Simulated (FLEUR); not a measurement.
Runs of FLEUR MaX-R8.1 (later development tree) on ZnS (Wurtzite-2H). The structure is hexagonal, space group P6_3mc (No. 186). The conventional cell has a = 3.811 Å, b = 3.811 Å, c = 6.234 Å, α = 90.00°, β = 90.00°, γ = 120.00°. Zn (site symmetry 3m) is surrounded by 4 S at 2.31 to 2.40 Å. S (site symmetry 3m) is surrounded by 4 Zn at 2.31 to 2.40 Å. 

```csv
task,level,gmax,muffin-tin radii,max iterations,mixing factor,mixer,kmax,gap on the mesh (eV),V0 of scaled cells (Å³/atom),B0 (GPa)
single point,PBE,14 1/bohr,"Zn 2.09, S 1.84 bohr",60,0.05,Anderson,4.51 1/bohr,2.25,-,-
single point,PBEsol,16.5 1/bohr,"Zn 2.09, S 1.84 bohr",60,0.05,Anderson,5.33 1/bohr,2.11,-,-
equation of state,PBEsol,16.5 1/bohr,"Zn 2.09, S 1.84 bohr",-,-,-,5.33 1/bohr,-,19.27,(b)
band structure,r2SCAN,16 1/bohr,"Zn 2.15, S 1.9 bohr",60,0.05,Anderson,5.16 1/bohr,(a),-,-
band structure,PBEsol,16 1/bohr,"Zn 2.15, S 1.9 bohr",60,0.05,Anderson,5.16 1/bohr,2.11,-,-
band structure,LDA,16 1/bohr,"Zn 2.15, S 1.9 bohr",60,0.05,Anderson,5.16 1/bohr,1.99,-,-
equation of state,PBE,14 1/bohr,"Zn 2.09, S 1.84 bohr",-,-,-,4.51 1/bohr,-,20.23,69
```

Alike in all rows: potentials or basis all-electron, FLAPW; no spin polarisation; cell as given; k mesh 8 × 8 × 5; smearing fermi-dirac 0.05 eV.

Question: Estimate the missing entries.

Answer: (a) 2.82; (b) 78.

Caveats: an odd mesh through Γ misses points on the zone boundary, where band edges often lie (some runs); the cell was scaled at fixed shape and fractional positions, which overstates the stiffness of a crystal with free parameters, most of all of layers and chains (some runs); the meta-GGA is that of a development version, with a GGA for the radial functions and cores and without core tails (some runs); the plane-wave cutoff is short for the semicore states, which can make moduli rough (some runs).

Not every run made on this cell is shown here.
